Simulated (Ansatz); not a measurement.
`BC(=C)CC` + `OCO[SiH3]` → `BOCO[SiH3]` + `C=CCC`  (ligand exchange at a B–C bond)

Program: Ansatz. Geometries: PBE0-D4/def2-TZVP. ΔE: electronic, gas phase. CCSD(T)/CBS is the MP2 limit (def2-TZVPP, def2-QZVPP) plus CCSD(T) − MP2 in def2-TZVPP, frozen cores. Functionals use def2-TZVPP. B3LYP here is the variant with VWN-RPA as its local correlation; programs differ in this. Each species was taken in one conformer, which may not be the lowest.

Is it downhill or uphill in electronic energy at CCSD(T)/CBS, and by how much? (An estimate is asked.)

Computed: Downhill: ΔE = -125.3 kJ/mol.

What do these levels give: ωB97M-V, B2PLYP, PBE, r2SCAN, B3LYP, CCSD(T)/def2-TZVPP? (Estimate.)

Computed: ωB97M-V -127.1, B2PLYP -129.4, PBE -122.5, r2SCAN -125.5, B3LYP -130.2, CCSD(T)/def2-TZVPP -126.8 kJ/mol.

Largest T1 diagnostic among the species: 0.013.

In def2-TZVPP, CCSD(T) changes the Hartree–Fock value by +5.0 kJ/mol (the triples alone add +1.0 kJ/mol) and MP2 by +6.9 kJ/mol.
